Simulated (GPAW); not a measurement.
Ti in GPAW: convergence with plane-wave cutoff (eV)

Input of the first run (plane-wave cutoff (eV) 200); the others differ in this setting and in those tied to it:

File run.py:

```python
from ase.dft.bandgap import bandgap
from ase.io import read, write
from ase.units import GPa
from gpaw import GPAW, PW, setup_paths

setup_paths.insert(0, '.')

atoms = read('Ti.xyz')

calc = GPAW(mode=PW(200),
            xc='PBEsol',
            kpts={'size': (4, 4, 6), 'gamma': True},
            occupations={'name': 'fermi-dirac', 'width': 0.05},
            nbands=34,
            convergence={'density': 1e-05, 'energy': 1e-05},
            maxiter=100,
            txt='gpaw.txt')
atoms.calc = calc
energy = atoms.get_potential_energy()
forces = atoms.get_forces()
stress = atoms.get_stress()
calc.write('gs.gpw')
write('result.traj', atoms)
print(f'Energy: {energy:.6f} eV')
print('Forces (eV/A):')
print(forces.round(4))
print('Stress (GPa):', (stress / GPa).round(3))
print('Fermi level:', round(calc.get_fermi_level(), 4), 'eV')
print(f'Gap: {bandgap(calc)[0]:.4f} eV, direct: {bandgap(calc, direct=True)[0]:.4f} eV')
```

Contents of Ti.xyz:

```xyz
3
Lattice="4.5673748306 0.0000000000 0.0000000000 -2.2836874153 3.9554626319 0.0000000000 0.0000000000 0.0000000000 2.8262442700" Properties=species:S:1:pos:R:3 pbc="T T T"
Ti     2.2836874155      1.3184875438      1.4131221350
Ti    -0.0000000002      2.6369750881      1.4131221350
Ti     0.0000000000      0.0000000000      0.0000000000
```

Potentials or basis: PAW data sets generated in the run's folder for this functional, pw.

The run is started by

```console
$ gpaw-setup -f PBEsol Ti
$ OMP_NUM_THREADS=1 python run.py
```

This isn't the form of Ti at room conditions, which is hcp.

Hardware: 1 thread of Intel(R) Xeon(R) Platinum 8488C (Sapphire Rapids), with other jobs on the host.

```
plane-wave cutoff (eV)  energy less the tightest run, at zero smearing (meV/atom)  pressure (GPa)  SCF cycles  CPU time (s)  peak memory (GiB)
                   200                                                     846.50          -34.18          13           7.1               0.13
                   250                                                     426.24           -6.43          12           9.5               0.14
                   300                                                     314.01           -8.79          12           9.2               0.14
                   350                                                     177.66           -8.36          12           9.9               0.14
                   400                                                      98.50           -5.69          12            13               0.15
                   500                                                      61.48           -3.88          12            15               0.16
                   600                                                      41.60           -4.35          12            19               0.17
                   800                                                       6.53           -3.82          12            25               0.21
                  1000                                                       0.00           -3.47          12            39               0.24
```

Not settled before the last step: the energy (to 1 meV/atom), the pressure (to 0.1 GPa). The tightest run that finished is the yardstick and may itself not be fully converged.

Caveat, for the tightest run too: the k mesh is coarse (spacing up to 0.40 Å⁻¹), so the values aren't converged.
